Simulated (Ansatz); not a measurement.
# Relaxing Cd₃Te

These are results of DFT PBE, scalar-relativistic, plane waves, PAW in Ansatz, not measurements. Cutoff 420 eV, Γ-centred k mesh, Gaussian smearing, no spin polarisation in the final step.

Cd₃Te was placed on the Cu3Au (L1_2) structure type (Pm-3m, No. 221), with Te in place of Au, Cd in place of Cu, at a guessed volume.

```
CELL_PARAMETERS angstrom
4.67392 0.00000 0.00000
0.00000 4.67392 0.00000
0.00000 0.00000 4.67392
ATOMIC_POSITIONS crystal
Cd 0.00000 0.50000 0.50000
Cd 0.50000 0.00000 0.50000
Cd 0.50000 0.50000 0.00000
Te 0.00000 0.00000 0.00000
```

Cell and atoms relax at zero pressure; the relaxation can't lower the symmetry of the start.

Energies over the elements count from the elements' standard structures at the same level, with no empirical corrections.

**Question.** What does it relax into?

**Answer.** It keeps Pm-3m (No. 221). The result has the Cu3Au (L1_2) structure. Conventional cell: a = 4.694 Å. Around Cd lie 4 Te at 3.32 Å and 8 Cd at 3.32 Å; Te is coordinated by 12 Cd at 3.32 Å.

```
Cd Te
1.0
     4.69438    0.00000    0.00000
     0.00000    4.69438    0.00000
     0.00000    0.00000    4.69438
Cd Te
3 1
Direct
  0.00000 0.50000 0.50000
  0.50000 0.00000 0.50000
  0.50000 0.50000 0.00000
  0.00000 0.00000 0.00000
```

**Question.** What are its volume, energy, density and gap?

**Answer.** The volume per atom is 25.86 Å³ and the density is 7.46 g/cm³. The energy over the elements is 0.07 eV/atom and the gap on the 10×10×10 mesh is 0 eV (a metal).

The final run used a 10×10×10 mesh on its 4-atom cell and 0.10 eV smearing. For metals, differences of a few meV/atom aren't resolved. Spin–orbit coupling is left out. Symmetry constrained the relaxation, so the result can be a saddle point. The steps took of the order of 60 core-seconds in all.

Cost: 2 runs of about 1 core-minutes in all, on Intel Xeon Platinum 8259CL (Skylake/Cascade Lake) (shared hosts).